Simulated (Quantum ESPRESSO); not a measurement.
The system is GaAs.

```
CELL_PARAMETERS angstrom
0.00000 2.82685 2.82685
2.82685 0.00000 2.82685
2.82685 2.82685 0.00000
ATOMIC_POSITIONS crystal
As 0.75000 0.75000 0.75000
Ga 0.00000 0.00000 0.00000
```

| Property | Result |
| --- | --- |
| Program | Quantum ESPRESSO 7.5 |
| Task | phonons |
| Functional | PBE |
| Potentials or basis | SG15 PBE 1.2 |
| Cutoff | 952 eV |
| Density cutoff | 3810 eV |
| k mesh | 8 × 8 × 8, shifted |
| Occupations | fermi-dirac, width 0.05 eV |
| Spin | no spin polarisation |
| Mixing beta | 0.5 |
| Most SCF iterations | 120 |
| SCF threshold | 4e-10 Ry |

The first run showed a gap, so the response started from a second, tighter run with fixed occupations.

Question: Where do the zone-centre optical modes lie?

Answer: T2 at 255 cm⁻¹ (IR and Raman). Polar modes are given without the macroscopic field (transverse values).

Optical modes at Γ, degenerate ones joined, polar ones without the macroscopic field:
```csv
cm⁻¹,components,symmetry,active in,"IR intensity, summed ((D/Å)²/amu)"
255,3,T2,IR and Raman,9.23
```

Caveat: the shifted mesh misses Γ, where the gap is smaller or closed, so treating the crystal as an insulator may be wrong and the dielectric response too small.
